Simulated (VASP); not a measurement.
Crystal: TaN.

```
CELL_PARAMETERS angstrom
2.92177 0.00000 0.00000
-1.46088 2.53033 0.00000
0.00000 0.00000 5.91652
ATOMIC_POSITIONS crystal
Ta 0.00000 0.00000 0.50000
Ta 0.00000 0.00000 0.00000
N 0.33333 0.66667 0.25000
N 0.66667 0.33333 0.75000
```

The cell comes from a database or a generator and needn't be the stable form of this composition.

| Property | Result |
| --- | --- |
| Program | VASP 6.6.1 |
| Task | relaxation of cell and atoms |
| Functional | vdW-DF-cx |
| Potentials or basis | VASP PAW PBE potentials, release 64 (Ta_pv, N) |
| Cutoff | 600 eV |
| k mesh | 10 × 10 × 5 |
| Occupations | fermi-dirac, width 0.05 eV |
| Spin | no spin polarisation |

At the start: pressure -7.2 GPa; volume 10.94 Å³/atom.

Problem. How do energy, volume and symmetry change on relaxing?

Solution. Over 6 steps the energy falls by 5.4 meV/atom and the volume is 10.70 Å³/atom (-2.2 %); space group P6_3/mmc (No. 194, to 0.05 Å).

Step by step:
```tsv
step	energy change (eV)	largest force (eV/Å)	pressure (GPa)	volume (Å³)
1	0.0000	0.0000	-7.21	43.74
2	0.1019	0.0000	19.70	40.70
3	-0.0215	0.0000	-0.08	42.82
4	-0.0215	0.0000	0.02	42.80
5	-0.0216	0.0000	-0.01	42.79
6	-0.0217	0.0000	0.01	42.80
```

Final structure:
```cif
data_structure
_symmetry_space_group_name_H-M 'P 1'
_symmetry_Int_Tables_number 1
_cell_length_a 2.8983
_cell_length_b 2.8983
_cell_length_c 5.8831
_cell_angle_alpha 90.000
_cell_angle_beta 90.000
_cell_angle_gamma 120.000
_cell_volume 42.80
loop_
_atom_site_label
_atom_site_type_symbol
_atom_site_fract_x
_atom_site_fract_y
_atom_site_fract_z
_atom_site_occupancy
Ta1 Ta 0.00000 0.00000 0.50000 1
Ta2 Ta 0.00000 0.00000 0.00000 1
N1 N 0.33333 0.66667 0.25000 1
N2 N 0.66667 0.33333 0.75000 1
```

Caveat: the PAW data sets were made with another functional, which shifts forces and pressure a little.
